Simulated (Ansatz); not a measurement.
## TaN: course of a relaxation

Theory: Ansatz 0.2.0, DFT PBE, scalar-relativistic, plane waves, PAW. Settings: 420 eV cutoff, 12×12×12 k-mesh, Gaussian smearing of 0.10 eV, no spin polarisation.

What was changed: relaxed at 15 GPa.

Spin–orbit coupling is left out, which can shift energies with elements as heavy as these.

Other phases may be more stable at this pressure.

Command:

```bash
ansatz run input.yaml --threads 1 --pin off --max-ram 2560MiB --backend cpu --events-out ev --progress --plain --runs-dir out
```

Input:

```yaml
crystal:
  lattice:
    - [5.1649234196, 0.0, 0.0]
    - [-2.5824617098, 4.47295489, 0.0]
    - [0.0, 0.0, 2.88832533]
  atoms:
    - { symbol: Ta, position: [0.0, 0.0, 0.0] }
    - { symbol: Ta, position: [0.3333333333, 0.6666666667, 0.5] }
    - { symbol: Ta, position: [0.6666666667, 0.3333333333, 0.5] }
    - { symbol: "N", position: [0.5, 0.0, 0.0] }
    - { symbol: "N", position: [0.5, 0.5, 0.0] }
    - { symbol: "N", position: [0.0, 0.5, 0.0] }
basis:
  ecutwfc: 420
kpoints:
  mp_grid: { grid: [12, 12, 12] }
hamiltonian:
  xc: pbe
scf:
  occupations: { method: gaussian, width: 0.1 }
output:
  forces: true
  stress: true
  eigenvalues: true
relax:
  adjacent_minimum: "off"
  f_tol: 0.008
  max_steps: 50
  cell: { stress_tol: 0.08, p_target: 15.0 }
```

F is the free energy. Steps run on the plane waves of an earlier cell, but the last one, and at times one on the way, on a freshly chosen basis, so a repeated geometry can differ a little in energy. The relaxation lowers the enthalpy F + PV at the target pressure, so F itself can rise.

Steps:

```
step F − F(1) (eV) largest force component (eV/Å) V (Å³/atom) P (GPa)
   1         0.0000                           0.000       11.121    15.77
   2         0.0022                           0.000       11.116    15.00
   3        -0.0062                           0.000       11.128    15.02
   4        -0.0063                           0.000       11.128    15.02
```

Relaxed structure:

```yaml
crystal:
  lattice:
    - [5.15561, 0.00000, 0.00000]
    - [-2.57781, 4.46489, 0.00000]
    - [0.00000, 0.00000, 2.90054]
  atoms:
    - { symbol: Ta, position: [0.00000, 0.00000, 0.00000] }
    - { symbol: Ta, position: [0.33333, 0.66667, 0.50000] }
    - { symbol: Ta, position: [0.66667, 0.33333, 0.50000] }
    - { symbol: N, position: [0.50000, 0.00000, 0.00000] }
    - { symbol: N, position: [0.50000, 0.50000, 0.00000] }
    - { symbol: N, position: [0.00000, 0.50000, 0.00000] }
```

It takes space group P6/mmm (No. 191, hexagonal). The conventional cell has a = 5.156 Å, b = 5.156 Å, c = 2.901 Å, α = 90.00°, β = 90.00°, γ = 120.00°. Ta (site symmetry 6/mmm) is surrounded by 6 N at 2.58 Å and 2 Ta at 2.90 Å. Ta (site symmetry -6m2) is surrounded by 6 N at 2.08 Å. N (site symmetry mmm) is surrounded by 4 Ta at 2.08 Å.

The run converged. The run took 63 s on 1 thread of Arm Neoverse V1 (shared host), peak memory 0.49 GiB.